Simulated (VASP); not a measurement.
# CdSe in VASP 6.6.1, single-point calculation

INCAR

```
LCHARG = .FALSE.
NELM = 55
ISIF = 2
PREC = Accurate
IBRION = -1
NSW = 0
GGA = PE
NELECT = 14
LREAL = .FALSE.
EDIFF = 1E-7
ISMEAR = -1
LASPH = .TRUE.
LWAVE = .FALSE.
SIGMA = 0.02
NBANDS = 16
ENCUT = 520
```

KPOINTS

```
KPOINTS created by Atomic Simulation Environment
0
Gamma
8 8 8
0 0 0
```

POSCAR

```
Cd Se
 1.0000000000000000
     0.1164312953000000    3.0921788317000001    3.0921788317000001
     3.0921788317000001    0.1164312953000000    3.0921788317000001
     3.0921788317000001    3.0921788317000001    0.1164312953000000
 Cd  Se
   1   1
Cartesian
  0.0261811048855097  0.0261811048855097  0.0261811048855097
  1.5490161347894906  1.5490161347894906  1.5490161347894904
```

The recommended PBE PAW datasets give the neutral cell 18 valence electrons.

Command

```
mpirun -np 1 vasp_std
```

OSZICAR

```
N       E                     dE             d eps       ncg     rms          rms(c)
DAV:   1     0.834196481595E+02    0.83420E+02   -0.64208E+03  2096   0.756E+02
DAV:   2     0.632221099415E+00   -0.82787E+02   -0.75795E+02  2512   0.190E+02
DAV:   3    -0.241843013450E+01   -0.30507E+01   -0.30412E+01  2432   0.392E+01
DAV:   4    -0.243200263299E+01   -0.13572E-01   -0.13572E-01  2696   0.256E+00
DAV:   5    -0.243209907281E+01   -0.96440E-04   -0.96439E-04  2424   0.193E-01    0.797E+00
DAV:   6    -0.148470096247E+01    0.94740E+00   -0.61143E+00  2616   0.185E+01    0.519E+00
DAV:   7    -0.106546029048E+01    0.41924E+00   -0.11258E+00  2648   0.700E+00    0.153E+00
DAV:   8    -0.997125907156E+00    0.68334E-01   -0.13246E-01  2448   0.264E+00    0.910E-01
DAV:   9    -0.107820210783E+01   -0.81076E-01   -0.79782E-02  2216   0.196E+00    0.374E-01
DAV:  10    -0.107487497806E+01    0.33271E-02   -0.10155E-02  2744   0.999E-01    0.130E-01
DAV:  11    -0.107464716236E+01    0.22782E-03   -0.46562E-04  2176   0.186E-01    0.241E-02
DAV:  12    -0.107464396082E+01    0.32015E-05   -0.15759E-05  2768   0.324E-02    0.707E-03
DAV:  13    -0.107464400277E+01   -0.41953E-07   -0.13698E-06  2448   0.811E-03    0.209E-03
DAV:  14    -0.107464448812E+01   -0.48534E-06   -0.16637E-07  2080   0.370E-03    0.664E-04
DAV:  15    -0.107464437799E+01    0.11012E-06   -0.32353E-08  1704   0.171E-03    0.195E-04
DAV:  16    -0.107464436461E+01    0.13384E-07   -0.14691E-09  1128   0.319E-04
   1 F= -.10746444E+01 E0= -.10725432E+01  d E =-.420230E-02
```

Standard output (part)

```
POSCAR found type information on POSCAR CdSe
 POSCAR found :  2 types and       2 ions
 LDA part: xc-table for (Slater+PW92), standard interpolation
 POSCAR, INCAR and KPOINTS ok, starting setup
 WAVECAR not read
 entering main loop
 the old and the new charge density differ
    0.797E+00
```

It converged. Results: pressure -76.5 GPa; largest force 0.35 eV/Å.

**Question.** Find the fault in these files.

**Answer.** Wrong number of electrons. On sound settings PBE gives a gap of 0.49 eV on its mesh and a pressure of 3.5 GPa for the intended cell.
